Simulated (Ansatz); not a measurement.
Crystal: YN.

```xyz
2
Lattice="0.0000 2.4385 2.4385 2.4385 0.0000 2.4385 2.4385 2.4385 0.0000" Properties=species:S:1:pos:R:3 pbc="T T T"
Y     0.0000    0.0000    0.0000
N     2.4385    2.4385    2.4385
```

A run of Ansatz 0.2.0 on this cell left the log below. Logs are shortened: lines on timing, memory, paths and dates and some standing lists are left out, and cuts for length are marked.

```text
Warning: RAYON_NUM_THREADS=2 ignored (pool sized by the plan → 2); use --threads N
hamiltonian.pseudopotentials.datasets: crystal makes datasets for this crystal and solves the spheres of its atoms anew in each pass: cutoff 310.0 eV, the density's 1240.0 eV;, for an error of 0.50 meV an atom under PBE, 1.0 meV for the cell; an energy difference from a run of another recipe may be off by several times the error for the cell, under r2SCAN by more, where some 0.1 meV an atom stays at smaller errors; N in spheres of 1.122 Å, 5 of its electrons in bands; Y in spheres of 1.312 Å, 11 of its electrons in bands
Engine: ansatz 0.2.0, x86_64-unknown-linux-gnu
Pseudopotentials: kind: all_electron
Pseudopotential: Y, paw, valence charge 11, recommended cutoff 310 eV (normal), crystal/all_electron/pbe/scalar/gaussian/Y, Koelling and Harmon's equation, gaussian nucleus
Pseudopotential: N, paw, valence charge 5, recommended cutoff 310 eV (normal), crystal/all_electron/pbe/scalar/gaussian/N, Koelling and Harmon's equation, gaussian nucleus
Functional definition: HSE06
  parameter a = 0.25
  parameter omega = 0.11/bohr
  exchange = pbe_x - a*pbe_x_sr(omega) + a*exact_x_sr(omega)
  correlation = pbe_c
Crystal: 2 atoms, lattice volume = 29.000 Å³
Basis set: ecut = 310 eV, 339 PW (Γ), exchange–correlation on 40×40×40 points (8 copies of the dense FFT grid, shifted against one another)
Bands: 12, of which v1, the nominal top of the filled ones, is band 8 counted from 1 (7 counted from 0)
Symmetry: 48 space group operations
Space group: Fm-3m (ITA 225), of the structure as read, at distance tolerance 3.1e-5 Å
k-points: 16 of 216
Non-local potential: Y, projectors of the file, l = 0: 2, l = 1: 2, l = 2: 1
Non-local potential: N, projectors of the file, l = 0: 1, l = 1: 2
PAW form: soft (Blöchl's): semilocal exchange-correlation on the pseudo side does not see the compensation charge
PAW one-centre angular grid: Y, 590 points (default); XC on its mesh's 1877 points in the sphere
PAW one-centre angular grid: N, 110 points (default); XC on its mesh's 1995 points in the sphere
Initial density: superposition of atomic densities (neutral atoms: chi_scale 0, normalization atom)
Initial wavefunctions: pseudopotential atomic-orbital guess
Functional: x = pbe(κ = 0.804, μ = 0.2195149727645171) + 0.25 (exact − pbe) at short range (hse, ω = 0.20786987370883472 Å⁻¹), c = pbe(β = 0.06672455060314922); HSE06 as pw.x's `hse` composes it (authors' and Libxc's form: `xc: wpbeh`)
[... 16 lines left out ...]
SCF 1 converged in 13 iterations: F = -93613.708401 eV  dr2 = 4.19e-10
  Residual-converged pass: ⟨swp⟩=3.2  Hψ=380  notcnv=0  max |occ|·‖R‖ = 5.0e-6 eV (tolerance 5.3e-6 eV)  dr2=6.75e-10  dr2_onsite=3.25e-10  max |Δocc| = 3.4e-9
  greatest PAW one-centre occupation: 0.991 electrons in one spin orbital (limit 2), on the Y atom at site 0 (counted from 0), in its partial waves of l = 0
hybrid outer 1: dexx = +1.171e-11 eV
hybrid SCF converged: 1 outer / 13 inner (+0 warm-up), last move |dexx| = 1.17e-11 eV
Stability not checked: this state was not tested for a lower state beside it, because the functional holds exact exchange (a hybrid, or Hartree-Fock), whose exchange loop this test does not read (fock_operator; see scf.lower_state_search)
Free energy (F): -93613.708401 eV
Harris-Foulkes:  -93613.708401 eV  (|F-HF|=2.91e-10)
Internal energy: -93613.708401 eV  (E = F + TS)
E sigma→0 (E₀):  -93613.708401 eV
Entropy (-TS):   -0.000001 eV (-0.000 meV/atom)
Past the cutoff: the bands carry plane waves up to 1.75 times it, of which those up to 1.5 times it add -0.000190 eV an atom, each by itself; the spheres take 0.000119 eV an atom off the energy for waves past 1.75 times it
Past the cutoffs: a stress includes 0.0016 GPa for waves and charges beyond them, in addition to the slope of what the spheres take
In the spheres:  the bands' charges fall short by 1.3e-6 e at most (sound up to 1e-3)
Fermi energy:    13.688426 eV
--- Per-component energies (eV) ---
  E_band       = -48.564807
  E_kinetic    = 295.628678
  E_local      = -367.436331  (includes V_loc(G=0)·N_el)
  E_nonlocal   = 10.320385
  E_hartree    = 201.507086
  E_xc         = -117.321718
  E_vxc        = -150.871588  (∫ρ·V_xc dr)
  E_exx        = -40.777672  (= α·E_x^exact, valence–valence)
  E_paw        = -93940.507459  (= ΣΔE_a)
  E_vpaw       = -1667.713819  (= ΣTr[D̂ρ^β])
  E_ewald      = -1165.170300
  E_smearing   = -0.000001  (= −TS)
  E_closure    = 1510.048931  (closes the sum)
  Σ components = -93613.708401   (vs F -93613.708401, Δ=0.00e0)
  The terms above E_closure are by the made datasets' own strengths, without shells solved beside the bands.
--- Forces (eV/Å), atoms counted from 1 ---
  atom   1  Y     -0.00000000     0.00000000     0.00000000
  atom   2  N     -0.00000000     0.00000000    -0.00000000
  max |Σ_I F_I| component: 8.67e-18 eV/Å
--- Stress (GPa, compression-positive) ---
        0.593796       0.000000       0.000000
       -0.000000       0.593796      -0.000000
       -0.000000       0.000000       0.593796
  P = ⅓ Tr σ = 0.5938 GPa (5.938 kbar)
--- Band table (eV; the first three rows and the last of 16) ---
  k-point 0: bands = ["-30.3387", "-8.6261", "-8.6261", "-8.6261", "-1.2327", "13.1523", "13.1523", "13.1523", "17.4740", "17.4740"]
  k-point 1: bands = ["-30.3056", "-8.9946", "-8.6470", "-8.6470", "-0.7172", "11.6415", "12.3035", "12.3035", "17.6470", "18.1706"]
  k-point 2: bands = ["-30.2386", "-9.6355", "-8.6884", "-8.6884", "0.2691", "9.5431", "11.1281", "11.1281", "18.6212", "19.8451"]
  k-point 15: bands = ["-30.1621", "-9.4317", "-9.1379", "-9.0723", "-0.3502", "11.1982", "11.3508", "11.7086", "16.5787", "20.2315"]
```

**Question.** Write the input and the command behind it.

**Answer.** Single point with HSE06, no spin polarisation. The files as run (others can give the same):

input.yaml
```yaml
crystal:
  lattice:
    - [0.0, 2.4385, 2.4385]
    - [2.4385, 0.0, 2.4385]
    - [2.4385, 2.4385, 0.0]
  atoms:
    - { symbol: "Y", position: [0.0, 0.0, 0.0] }
    - { symbol: "N", position: [0.5, 0.5, 0.5] }
kpoints:
  mp_grid: { grid: [6, 6, 6] }
scf:
  occupations: { method: fermi_dirac, width: 0.05 }
hamiltonian:
  xc: hse06
  pseudopotentials: { kind: all_electron, datasets: crystal }
output:
  forces: true
  stress: true
```

Potentials or basis: all-electron PAW datasets made for the crystal.
Command:
```sh
$ ansatz run input.yaml --threads 2 --pin off --max-ram 8192MiB --backend cpu --events-out ev --progress --plain --runs-dir out
```
